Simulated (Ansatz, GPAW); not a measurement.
**One calculation of Ca, 3 ways**

```xyz
1
Lattice="0.0000 2.7942 2.7942 2.7942 0.0000 2.7942 2.7942 2.7942 0.0000" Properties=species:S:1:pos:R:3 pbc="T T T"
Ca    0.0000    0.0000    0.0000
```

Alike in all runs: task single point; functional RPBE; k mesh 8 × 8 × 8; occupations gaussian, width 0.1 eV; no spin polarisation; no spin-orbit coupling. Pressure is positive in compression and, in plane waves, holds the error of the finite cutoff, which Ansatz's Pulay term estimates and takes out.

```tsv
program and potentials	plane-wave cutoff (eV)	notes	band gap (eV)	pressure (GPa)
Ansatz, Ansatz PAW	420	potentials made for PBE, which Ansatz adapts in part	no gap	0.30
GPAW, the program's PAW data sets (release 1.2.1) made for this functional	600	-	no gap	0.35
Ansatz, all-electron LAPW, scalar-relativistic	-	-	no gap	0.30
```

None finds a gap. The pressure spans 0.30 (Ansatz, Ansatz PAW) to 0.35 GPa (GPAW, the program's PAW data sets (release 1.2.1) made for this functional), with all-electron results at 0.30. Some sets were made for another functional than the one run, which can shift their rows.

The functional is the same throughout but for its coding, so the spread measures potentials, basis and numerics; runs on potential files found faulty are left out.
